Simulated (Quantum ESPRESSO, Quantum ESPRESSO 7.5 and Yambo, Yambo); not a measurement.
## KBr (Fm-3m): G0W0 with and without spin-orbit coupling

Is the spin-orbit change of the gap of KBr (Fm-3m) the same in DFT and in GW?

Calculated with Quantum ESPRESSO 7.5 and Yambo 5.3.0; PBE and many-body steps on it, plane waves.

Most raw output is cut from this account.

## 1. The structure

Symmetry: Fm-3m, No. 225, cubic system. The conventional cell has a = 6.600 Å, b = 6.600 Å, c = 6.600 Å, α = 90.00°, β = 90.00°, γ = 90.00°. Nearest to K lie 6 Br at 3.30 Å. Br has 6 K at 3.30 Å nearest. Farther neighbours and most contacts between anions are not listed.

The cell and positions come from the Crystallography Open Database and are kept as given unless a step says otherwise.

## 2. Empty states on the mesh, 4×4×4 mesh, 135 bands

This step: Quantum ESPRESSO 7.5; DFT, PBE, plane waves, norm-conserving pseudopotentials.

The sums over transitions need many empty states on a uniform mesh; this step solves for them.

Input file pw.in:

```
&control
  calculation = 'nscf'
  prefix = 'x'
  outdir = 'o'
  pseudo_dir = 'pseudo'
/
&system
  ibrav = 0
  nat = 2
  ntyp = 2
  ecutwfc = 76.0
  nbnd = 135
  force_symmorphic = .true.
/
&electrons
  conv_thr = 1e-9
  electron_maxstep = 80
  diago_full_acc = .true.
  diago_thr_init = 5e-6
/
ATOMIC_SPECIES
  K 39.098 K.upf
  Br 79.904 Br.upf
CELL_PARAMETERS angstrom
  0.0000000000 3.3000000000 3.3000000000
  3.3000000000 0.0000000000 3.3000000000
  3.3000000000 3.3000000000 0.0000000000
ATOMIC_POSITIONS crystal
  K 0.0000000000 0.0000000000 0.0000000000
  Br 0.5000000000 0.5000000000 0.5000000000
K_POINTS automatic
  4 4 4 0 0 0
```

The run is started by

```bash
$ OMP_NUM_THREADS=1 mpirun -n 4 pw.x -nk 4 -in pw.in > pw.out
```

Run time: 15 s. Hardware: 4 MPI ranks of Arm Neoverse V1, shared host; peak memory 0.46 GiB.

Numbers from this step:

```
gap                                                           : 4.436 eV
k of the valence top                                          : 0, 0, 0
k of the conduction bottom                                    : 0, 0, 0
least direct gap                                              : 4.436 eV
k points computed                                             : 8
lowest point of the top converged band, above the valence top : 76.3529 eV
```

On this mesh the gap is 4.436 eV.

The density comes from a self-consistent run that is not shown.

## 3. Conversion and set-up

This step: Yambo 5.3.0; conversion and set-up on PBE, plane waves, norm-conserving pseudopotentials.

The states are converted to the many-body program's format and the q mesh is built.

The run is started by

```bash
$ (cd o/x.save; p2y > p2y.log; mv SAVE ../..); yambo > setup.log
```

The job ended after 3.1 s (1 MPI rank; peak memory 0.25 GiB).

## 4. Scalar-relativistic

G0W0 replaces the xc potential by the self-energy, built once from these orbitals. Only a window of levels is corrected, while the sums run over the empty bands that the input names.

This step: G0W0 on PBE, plane waves, norm-conserving pseudopotentials.

Input file gw1.in:

```
HF_and_locXC
gw0
dyson
ppa
em1d
rim_cut
RandQpts= 1000000
RandGvec= 1 RL
EXXRLvcs= 76 Ry
VXCRLvcs= 304 Ry
Chimod= "HARTREE"
% BndsRnXp
 1 | 135 |
%
NGsBlkXp= 11.5 Ry
% LongDrXp
 1 | 1 | 1 |
%
% GbndRnge
 1 | 135 |
%
DysSolver= "n"
ExtendOut
PPAPntXp= 27.21138 eV
% QPkrange
 1 | 1 | 12 | 15 |
%
```

The run is started by

```bash
$ OMP_NUM_THREADS=1 mpirun -n 4 yambo -F gw1.in -J gw1 -C gw1 > gw1.log
```

The job ended after 2.4 min (4 MPI ranks; peak memory 1.8 GiB; 9.6 min of CPU time).

Numbers from this step:

```yaml
g0w0_gap_on_the_points_computed: 7.673 eV
starting_gap_on_the_mesh: 4.436 eV
k_of_the_valence_top: 0, 0, 0
k_of_the_conduction_bottom: 0, 0, 0
least_direct_g0w0_gap_on_the_computed_points: 7.673 eV
z_at_the_valence_top: 0.8288
z_at_the_conduction_bottom: 0.8739
```

The gap on the mesh goes from 4.44 eV to 7.67 eV, a correction of +3.24 eV.

## 5. Empty states on the mesh, 4×4×4 mesh, 270 bands

This step: Quantum ESPRESSO 7.5; DFT, PBE with spin-orbit coupling, plane waves, norm-conserving pseudopotentials.

Changes to pw.in since step 2:

```diff
@@ -11,4 +11,6 @@
   ecutwfc = 76.0
-  nbnd = 135
+  nbnd = 270
   force_symmorphic = .true.
+  noncolin = .true.
+  lspinorb = .true.
 /
```

The run is started by

```bash
$ OMP_NUM_THREADS=1 mpirun -n 4 pw.x -nk 4 -in pw.in > pw.out
```

It took 87 s on 4 MPI ranks; peak memory 1.2 GiB.

Numbers from this step:

```
gap                                                           : 4.275 eV
k of the valence top                                          : 0, 0, 0
k of the conduction bottom                                    : 0, 0, 0
least direct gap                                              : 4.275 eV
k points computed                                             : 8
lowest point of the top converged band, above the valence top : 76.1895 eV
```

On this mesh the gap is 4.275 eV.

The density comes from a self-consistent run that is not shown, made with spin-orbit coupling and fully relativistic files.

## 6. Conversion and set-up

This step: Yambo 5.3.0; conversion and set-up on PBE with spin-orbit coupling, plane waves, norm-conserving pseudopotentials.

The run is started by

```bash
$ (cd o/x.save; p2y > p2y.log; mv SAVE ../..); yambo > setup.log
```

Elapsed: 3.9 s, on 1 MPI rank; peak memory 0.26 GiB.

## 7. With spin-orbit coupling

This step: G0W0 on PBE with spin-orbit coupling, plane waves, norm-conserving pseudopotentials.

Input file gw4.in:

```
HF_and_locXC
gw0
dyson
ppa
em1d
rim_cut
RandQpts= 1000000
RandGvec= 1 RL
EXXRLvcs= 76 Ry
VXCRLvcs= 304 Ry
Chimod= "HARTREE"
% BndsRnXp
 1 | 270 |
%
NGsBlkXp= 11.5 Ry
% LongDrXp
 1 | 1 | 1 |
%
% GbndRnge
 1 | 270 |
%
DysSolver= "n"
ExtendOut
PPAPntXp= 27.21138 eV
% QPkrange
 1 | 1 | 23 | 30 |
%
```

The run is started by

```bash
$ OMP_NUM_THREADS=2 mpirun -n 2 yambo -F gw4.in -J gw4 -C gw4 > gw4.log
```

Run time: 14 min. Hardware: 2 MPI ranks; peak memory 2 GiB; 46 min of CPU time.

This step gave:

```yaml
g0w0_gap_on_the_points_computed: 7.489 eV
starting_gap_on_the_mesh: 4.275 eV
k_of_the_valence_top: 0, 0, 0
k_of_the_conduction_bottom: 0, 0, 0
least_direct_g0w0_gap_on_the_computed_points: 7.489 eV
z_at_the_valence_top: 0.8295
z_at_the_conduction_bottom: 0.8737
```

Against G0W0 in Yambo (4×4×4 mesh, 135 bands, screening to 156.5 eV, Godby-Needs plasmon pole), the gap moves by −0.184 eV.

## 8. The runs together

Times are wall times on the hardware named with each run, good to a factor of about two.

| run | mesh | bands | screening cutoff (eV) | DFT gap (eV) | gap on the mesh (eV) | direct (eV) | time |
| --- | --- | --- | --- | --- | --- | --- | --- |
| scalar-relativistic | 4×4×4 | 135 | 156.5 | 4.436 | 7.673 | 7.673 | 2.4 min |
| with spin-orbit coupling | 4×4×4 | 270 | 156.5 | 4.275 | 7.489 | 7.489 | 14 min |

## 9. Summary of results

| Property | Result |
| --- | --- |
| scalar-relativistic | 7.673 eV |
| with spin-orbit coupling | 7.489 eV |
| known limits | not at the basis limit; no spin-orbit coupling in some runs |

In words: With spin-orbit coupling: −0.184 eV against scalar-relativistic, −0.161 eV of it in the start. Bands and cutoff are finite, so the gap is not at the basis limit. The miss can reach some tenths of an eV and take either sign; the mesh is an error of its own. In the G0W0 runs levels were corrected at 1 k point alone, so a gap called «on the mesh» is the least over those, and an edge elsewhere would be missed.

[Paths, hosts, dates, memory and timing lines, banners, echoed tables and standing remarks are left out of the program output.]

[Logs are printed without paths, hosts, clocks, repeated set-up lines and the standing remarks that a program may print on its own settings, such as how far it seeks lower states.]

[Runs of the session that timed out or met a known fault of the program may be left out.]

[Hosts, paths, dates, database ids (printed as entryN), source tags and the programs' standing remarks are cut or masked in the printed files.]
